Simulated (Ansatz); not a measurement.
## Structure relaxation of ZrB2

Computed with DFT PBE, scalar-relativistic, plane waves, PAW (Ansatz 0.2.0).

The start puts ZrB2 on the cubic Laves (C15) structure type (Fd-3m, No. 227), with Zr in place of Mg, B in place of Cu, at a guessed volume.

Input of the last, converged step (default PAW datasets):

```yaml
crystal:
  lattice:
    - [0.0, 3.1424757561, 3.1424757561]
    - [3.1424757561, 0.0, 3.1424757561]
    - [3.1424757561, 3.1424757561, 0.0]
  atoms:
    - { symbol: Zr, position: [0.0, 0.0, 0.0] }
    - { symbol: Zr, position: [0.25, 0.25, 0.25] }
    - { symbol: B, position: [0.625, 0.625, 0.625] }
    - { symbol: B, position: [0.125, 0.625, 0.625] }
    - { symbol: B, position: [0.625, 0.625, 0.125] }
    - { symbol: B, position: [0.625, 0.125, 0.625] }
basis:
  ecutwfc: 420
kpoints:
  mp_grid: { grid: [10, 10, 10] }
hamiltonian:
  xc: pbe
scf:
  occupations: { method: gaussian, width: 0.1 }
output:
  forces: true
  stress: true
  eigenvalues: true
relax:
  adjacent_minimum: "off"
  f_tol: 0.01
  max_steps: 80
  cell: { stress_tol: 0.05 }
```

Launched as:

```bash
ansatz run input.yaml --threads 1 --pin off --max-ram 2560MiB --backend cpu --events-out ev --progress --plain --runs-dir out
```

The program printed at the end:

```
SCF converged after 5 iterations
Free energy (F): -8990.133333 eV
Harris-Foulkes:  -8990.133333 eV  (|F-HF|=0.00e0)
Internal energy: -8990.119576 eV  (E = F + TS)
E sigma→0 (E₀):  -8990.126454 eV
Entropy (-TS):   -0.013757 eV (-2.293 meV/atom)
Fermi energy:    15.726226 eV
--- Per-component energies (eV) ---
  E_band       = -45.347913
  E_kinetic    = 860.112947
  E_local      = -1200.764860  (includes V_loc(G=0)·N_el)
  E_nonlocal   = 205.159430
  E_hartree    = 399.700296
  E_xc         = -453.923210
  E_vxc        = -537.749447  (∫ρ·V_xc dr)
  E_paw        = -6222.321798  (= ΣΔE_a)
  E_vpaw       = -171.506591  (= ΣTr[D̂ρ^β])
  E_aug_tail   = 0.000035  (compensation charges beyond the density's cutoff)
  E_ewald      = -2578.082416
  E_smearing   = -0.013757  (= −TS)
  E_closure    = 0.000000  (closes the sum)
  Σ components = -8990.133333   (vs F -8990.133333, Δ=0.00e0)
--- Forces (eV/Å), atoms counted from 1 ---
  atom   1  Zr     0.00000000     0.00000000     0.00000000
  atom   2  Zr     0.00000000     0.00000000     0.00000000
  atom   3  B      0.00000000     0.00000000     0.00000000
  atom   4  B      0.00000000     0.00000000     0.00000000
  atom   5  B      0.00000000     0.00000000     0.00000000
  atom   6  B      0.00000000     0.00000000     0.00000000
  max |Σ_I F_I| component: 2.89e-18 eV/Å
--- Stress (GPa, compression-positive) ---
       -0.004991       0.000000       0.000000
        0.000000      -0.004991       0.000000
        0.000000       0.000000      -0.004991
  P = ⅓ Tr σ = -0.0050 GPa (-0.050 kbar)
--- Relaxed structure (3 steps of the walk, 3 accepted, 1 SCFs on fresh bases) ---
  F+E_penalty+E_count = -8990.13333283 eV   max|allowed force component| = 9.252e-18 eV/Å   (the final SCF, on the basis selected at the relaxed cell)
  cell:  # Å, volume = 62.8281 Å³
    - [0.000000, 3.155304, 3.155304]
    - [3.155304, 0.000000, 3.155304]
    - [3.155304, 3.155304, 0.000000]
  atoms:
    - { symbol: Zr, position: [0.000000, 0.000000, 0.000000] }
    - { symbol: Zr, position: [0.25, 0.25, 0.25] }
    - { symbol: B, position: [0.625, 0.625, 0.625] }
    - { symbol: B, position: [0.125, 0.625, 0.625] }
    - { symbol: B, position: [0.625, 0.625, 0.125] }
    - { symbol: B, position: [0.625, 0.125, 0.625] }
```

Total energies depend on the potentials used, so only differences within one code and one set of settings carry meaning.

The result has space group Fd-3m (No. 227). Zr has 12 B at 2.62 Å and 4 Zr at 2.73 Å; B is coordinated by 6 B at 2.23 Å and 6 Zr at 2.62 Å.

Against the elements it lies at 0.20 eV/atom. Formation energies are uncorrected and refer to the elements' standard structures at the same level.

The k mesh leaves about 4 meV/atom of noise in metals.

Symmetry constrained the relaxation, so the result can be a saddle point.